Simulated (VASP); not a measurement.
# Rb (Fm-3m) in VASP: notebook

Runs on Rb. Level: r2SCAN. Tasks: single point.

Program: VASP 6.6.1. These are calculated values, not measurements. Logs are shortened: lines on timing, memory, paths and dates and some standing lists are left out, and cuts for length are marked.

### Step 1. The structure

Symmetry: Fm-3m, No. 225, cubic system. The conventional cell has a = 7.280 Å, b = 7.280 Å, c = 7.280 Å, α = 90.00°, β = 90.00°, γ = 90.00°.

This isn't the form of Rb at room conditions, which is bcc.

### Step 2. Single point, r2SCAN

INCAR reads:

```
SYSTEM = Rb
PREC = Accurate
ENCUT = 450
EDIFF = 1E-6
ISMEAR = 1
SIGMA = 0.2
LREAL = .FALSE.
LASPH = .TRUE.
NELM = 100
ALGO = Normal
ISIF = 2
LWAVE = .FALSE.
LCHARG = .FALSE.
METAGGA = R2SCAN
LMIXTAU = .TRUE.
ADDGRID = .TRUE.
```

KPOINTS reads:

```
regular mesh
0
G
  5 5 5
  0 0 0
```

POSCAR reads:

```
Rb
1.0
    0.0790870000      3.6559800000      3.6130310000
    3.6559400000      0.0406780000      3.6514400000
    3.6810400000      3.7194890000      0.0155780000
Rb
1
Direct
   -0.0191540000      0.0033960000      0.0084760000
```

Potentials or basis: VASP PAW PBE potentials, release 64 (Rb_sv).

Command:

```
$ cat potpaw_PBE.64/Rb_sv/POTCAR > POTCAR
$ mpirun -np 1 vasp_std > vasp.out
```

OUTCAR:

```text
SYSTEM = Rb
   PREC = Accurate
   ENCUT = 450
   EDIFF = 1E-6
   ISMEAR = 1
   LREAL = .FALSE.
   LASPH = .TRUE.
   NELM = 100
   ISIF = 2
   METAGGA = R2SCAN

 Found     63 irreducible k-points:

 Following reciprocal coordinates:
            Coordinates               Weight
  0.000000  0.000000  0.000000      1.000000
  0.200000 -0.000000  0.000000      2.000000
  0.400000  0.000000  0.000000      2.000000
  0.000000  0.200000  0.000000      2.000000
  0.200000  0.200000  0.000000      2.000000
  0.400000  0.200000  0.000000      2.000000
   k-points           NKPTS =     63   k-points in BZ     NKDIM =     63   number of bands    NBANDS=      8
   number of dos      NEDOS =    301   number of ions     NIONS =      1
   total plane-waves  NPLWV =  46656
   dimension x,y,z NGX =    36 NGY =   36 NGZ =   36
   dimension x,y,z NGXF=    72 NGYF=   72 NGZF=   72
   ions per type =               1
   NGX,Y,Z   is equivalent  to a cutoff of  11.64, 11.58, 11.44 a.u.
   NGXF,Y,Z  is equivalent  to a cutoff of  23.28, 23.16, 22.87 a.u.
 SYSTEM =  Rb
   PREC   = accura    normal or accurate (medium, high low for compatibility)
   ISTART =      0    job   : 0-new  1-cont  2-samecut
   ICHARG =      2    charge: 1-file 2-atom 10-const
   ISPIN  =      1    spin polarized calculation?
   LNONCOLLINEAR =      F non collinear calculations
   LSORBIT =      F    spin-orbit coupling
   LASPH  =      T    aspherical Exc in radial PAW
   ENCUT  =  450.0 eV  33.07 Ry    5.75 a.u.   8.89  8.94  9.05*2*pi/ulx,y,z
   NELM   =    100;   NELMIN=  2; NELMDL= -5     # of ELM steps
   EDIFF  = 0.1E-05   stopping-criterion for ELM
   LREAL  =      F    real-space projection
   EDIFFG = 0.1E-04   stopping-criterion for IOM
   NSW    =      0    number of steps for IOM
   IBRION =     -1    ionic relax: 0-MD 1-quasi-New 2-CG
   NFREE  =      0    steps in history (QN), initial steepest desc. (CG)
   ISIF   =      2    stress and relaxation
   ISYM   =      2    0-nonsym 1-usesym 2-fastsym
   POTIM  = 0.5000    time-step for ionic-motion
   TEBEG  =    0.0;   TEEND  =   0.0 temperature during run
   PSTRESS=    0.0 pullay stress
   NELECT =       9.0000    total number of electrons
   NUPDOWN=      -1.0000    fix difference up-down
   EMIN   =  10.00;   EMAX   =-10.00  energy-range for DOS
   EFERMI =   0.00;   METHOD = LEGACY
   ISMEAR =     1;   SIGMA  =   0.20  broadening in eV -4-tet -1-fermi 0-gaus
   EFERMI_NEDOS =   21; number of points for ismear=-14 and -15
   IALGO  =     38    algorithm
   IMIX   =      4    mixing-type and parameters
     AMIX     =   0.40;   BMIX     =  1.00
     AMIX_MAG =   1.60;   BMIX_MAG =  1.00
  volume/ion in A,a.u.               =      96.45       650.86
  Fermi-wavevector in a.u.,A,eV,Ry     =   0.742548  1.403213  7.501953  0.551378
  Thomas-Fermi vector in A             =   1.837453
   LORBIT       =      0    0 simple, 1 ext, 2 COOP (PROOUT), +10 PAW based schemes
   METAGGA = R2SCAN    functional components
   LHFCALC =     F    Hartree Fock is set to
   AEXX    =    0.0000 exact exchange contribution
   IVDW    =     0    specifies the selected vdW correction
   LEPSILON=     F    determine dielectric tensor
   LRPA    =     F    only Hartree local field effects (RPA)
 non-spin polarized calculation
 Methfessel and Paxton  Order N= 1 SIGMA  =   0.20
  energy-cutoff  :      450.00
  volume of cell :       96.45
 maximum number of plane-waves:      2106
   NGX = 17   NGY = 17   NGZ = 19

 number of electron       9.0000000 magnetization

 Free energy of the ion-electron system (eV)
  ---------------------------------------------------
  ext. energy  EPLUGINS =         0.00000000
  ---------------------------------------------------
  free energy    TOTEN  =       -13.94486814 eV

  energy without entropy =      -13.94780428  energy(sigma->0) =      -13.94584686

 E-fermi :   0.0680     XC(G=0):  -5.5821

 val. band max:        0.0290980004   @ k =   0.4000   0.4000   0.0000
 cond. band min:       0.3050479596   @ k =  -0.4000  -0.4000   0.4000
 fundamental gap:      0.2759499593
 Fermi energy:         0.0679787449

 k-point     1 :       0.0000    0.0000    0.0000
  band No.  band energies     occupation
      1     -30.1660      2.00000
      2     -13.6602      2.00000
      3     -13.6600      2.00000
      4     -13.6598      2.00000
      5      -2.0779      2.00000
      6       3.7743     -0.00000
      7       3.8773     -0.00000
      8       4.0267     -0.00000

 k-point     2 :       0.2000   -0.0000    0.0000
  band No.  band energies     occupation
      1     -30.1648      2.00000
      2     -13.6899      2.00000
      3     -13.6646      2.00000
      4     -13.6638      2.00000
      5      -1.6208      2.00000
      6       2.9127     -0.00000
      7       3.8781     -0.00000
      8       3.9998     -0.00000

 k-point     3 :       0.4000    0.0000    0.0000
  band No.  band energies     occupation
      1     -30.1628      2.00000
      2     -13.7372      2.00000
      3     -13.6719      2.00000
      4     -13.6702      2.00000
      5      -0.3946      2.00513
      6       1.2719     -0.00000
      7       3.5896     -0.00000
      8       3.7145     -0.00000

 k-point     4 :       0.0000    0.2000    0.0000
  band No.  band energies     occupation
      1     -30.1649      2.00000
      2     -13.6884      2.00000
      3     -13.6641      2.00000
      4     -13.6634      2.00000
      5      -1.6338      2.00000
      6       2.8297     -0.00000
      7       3.8511     -0.00000
      8       4.1015      0.00000

 k-point     5 :       0.2000    0.2000    0.0000
  band No.  band energies     occupation
      1     -30.1645      2.00000
      2     -13.6872      2.00000
      3     -13.6706      2.00000
      4     -13.6697      2.00000
      5      -1.4876      2.00000
      6       2.8986     -0.00000
      7       3.8098     -0.00000
      8       3.8700     -0.00000

 k-point     6 :       0.4000    0.2000    0.0000
  band No.  band energies     occupation
      1     -30.1628      2.00000
      2     -13.7221      2.00000
      3     -13.6799      2.00000
      4     -13.6782      2.00000
      5      -0.5250      2.00023
      6       1.9377     -0.00000
      7       2.8460     -0.00000
      8       3.8436     -0.00000

 [... further k-points ...]

------------------------ aborting loop because EDIFF is reached ----------------------------------------

  FORCE on cell =-STRESS in cart. coord.  units (eV):
  Direction    XX          YY          ZZ          XY          YZ          ZX
  --------------------------------------------------------------------------------------
  -------------------------------------------------------------------------------------
  Total       -0.0293684     -0.0345457     -0.0309785     -0.0567179      0.0120946     -0.0302284
  in kB       -0.4878630     -0.5738670     -0.5146097     -0.9421882      0.2009129     -0.5021486
  external PRESSURE =      -0.5254466 kB  Pullay stress =       0.0000000 kB

 VOLUME and BASIS-vectors are now :
 -----------------------------------------------------------------------------
  energy-cutoff  :      450.00
  volume of cell :       96.45
      direct lattice vectors                 reciprocal lattice vectors
     0.079087000  3.655980000  3.613031000    -0.140810279  0.138770703  0.139437870
     3.655940000  0.040678000  3.651440000     0.138745112 -0.137882505  0.136484505
     3.681040000  3.719489000  0.015578000     0.136888613  0.133960839 -0.138549672

 POSITION                                       TOTAL-FORCE (eV/Angst)
 -----------------------------------------------------------------------------------
      0.12119      3.61762      3.55636         0.000000      0.000000     -0.000000
 -----------------------------------------------------------------------------------
    total drift:                               -0.000000     -0.000000      0.000000

  FREE ENERGIE OF THE ION-ELECTRON SYSTEM (eV)
  ---------------------------------------------------
  free  energy   TOTEN  =       -13.9448681440 eV

  energy  without entropy=      -13.9478042776  energy(sigma->0) =      -13.94584686
```

Run time: 2 min. Hardware: 1 thread of Intel Xeon 6975P-C (Granite Rapids), shared host; peak memory 0.32 GiB.

These settings aren't checked as converged: the numbers below hold their error.

What came out:

```
Free energy            : -13.9449 eV
Pressure               : -0.1 GPa
Band gap on the k mesh : none (metal or under the smearing width)
```

Caveat: the PAW data sets were made with another functional, which shifts forces and pressure a little.

### Step 3. Single point, r2SCAN

INCAR, as its differences from that of step 2:

```diff
@@ -7,3 +7,3 @@
 LREAL = .FALSE.
-LASPH = .TRUE.
+LASPH = .FALSE.
 NELM = 100
@@ -15,2 +15,2 @@
 LMIXTAU = .TRUE.
-ADDGRID = .TRUE.
+ADDGRID = .FALSE.
```

KPOINTS is that of step 2.

POSCAR reads:

```
Rb
1.0
    0.0000000000      3.6398846700      3.6398846700
    3.6398846700      0.0000000000      3.6398846700
    3.6398846700      3.6398846700      0.0000000000
Rb
1
Direct
    0.0000000000      0.0000000000      0.0000000000
```

Potentials or basis: VASP PAW PBE potentials, release 64 (Rb_sv).

Command:

```
$ cat potpaw_PBE.64/Rb_sv/POTCAR > POTCAR
$ mpirun -np 1 vasp_std > vasp.out
```

It took 23 s on 1 thread of Intel Xeon 6975P-C (Granite Rapids), shared host; peak memory 0.2 GiB.

These settings aren't checked as converged: the numbers below hold their error.

What came out:

```yaml
Free_energy: -13.9460 eV
Pressure: -0.1 GPa
Band_gap_on_the_k_mesh: none (metal or under the smearing width)
```

Caveat: the PAW data sets were made with another functional, which shifts forces and pressure a little.

### Step 4. Single point, r2SCAN

INCAR is that of step 3.

KPOINTS is that of step 3.

POSCAR reads:

```
Rb
1.0
    0.0790870000      3.6559800000      3.6130310000
    3.6559400000      0.0406780000      3.6514400000
    3.6810400000      3.7194890000      0.0155780000
Rb
1
Direct
   -0.0191540000      0.0033960000      0.0084760000
```

Command:

```
$ cat potpaw_PBE.64/Rb_sv/POTCAR > POTCAR
$ mpirun -np 1 vasp_std > vasp.out
```

Wall time 2.1 min (1 thread of Intel Xeon 6975P-C (Granite Rapids), shared host); peak memory 0.22 GiB.

The run converged, but some of its settings lie outside the range that counts as converged, so its numbers aren't taken as properties of the crystal.

What came out:

| Property | Result |
| --- | --- |
| Free energy | -13.9449 eV |
| Pressure | -0.1 GPa |
| Band gap on the k mesh | none (metal or under the smearing width) |

Caveat: the PAW data sets were made with another functional, which shifts forces and pressure a little.

### Step 5. For comparison

An earlier run on the cell as given: functional PBE; potentials or basis VASP PAW PBE potentials, release 64 (Rb_sv); cutoff 520 eV; k mesh 6 × 6 × 6; occupations fermi-dirac, width 0.05 eV; no spin polarisation.

- Pressure: -0.1 GPa
- Band gap on the k mesh: none (metal or under the smearing width)
